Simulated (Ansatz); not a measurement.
Sb₂Se₃: rattling a relaxed structure

The cell was found from a proposed guess, not taken from experiment.

These are results of DFT PBE, scalar-relativistic, plane waves, PAW (Ansatz), not measurements. Settings: cutoff 420 eV, Γ-centred mesh 12×12×4 on the computed 5-atom cell, Gaussian smearing of 0.02 eV; no spin polarisation.

The cell below (5 atoms, space group P-3m1 (No. 164)) is relaxed within its symmetry.

```
Sb Se
1.0
     4.06990    0.00000    0.00000
    -2.03495    3.52464    0.00000
     0.00000    0.00000   10.56415
Sb Se
2 3
Direct
  0.33333 0.66667 0.17956
  0.66667 0.33333 0.82044
  0.66667 0.33333 0.32637
  0.33333 0.66667 0.67363
  0.00000 0.00000 0.00000
```

For the test a repeat of it with 10 atoms (edges 4.07, 4.07, 21.13 Å) was strained at random (σ = 1.5 % a component), the atoms were moved at random (σ = 0.15 Å), and all was relaxed again on a coarse 6×6×1 mesh (in the run’s order of axes) with 0.10 eV smearing, with no symmetry imposed.

No dispersion correction is applied, so the spacing and binding between layers, chains or molecules are poorly described. Spin–orbit coupling, which can matter for Sb, is left out.

Problem. What happens?

Solution. It returns, within 1 meV/atom of the unmoved cell on that mesh and with the same symmetry when read at 0.1 Å (P-1 at 0.01 Å, so small strains and shifts remain). So it is stable against the distortions that fit this cell and that this random move excites. Modes that don't fit the cell aren't tested.
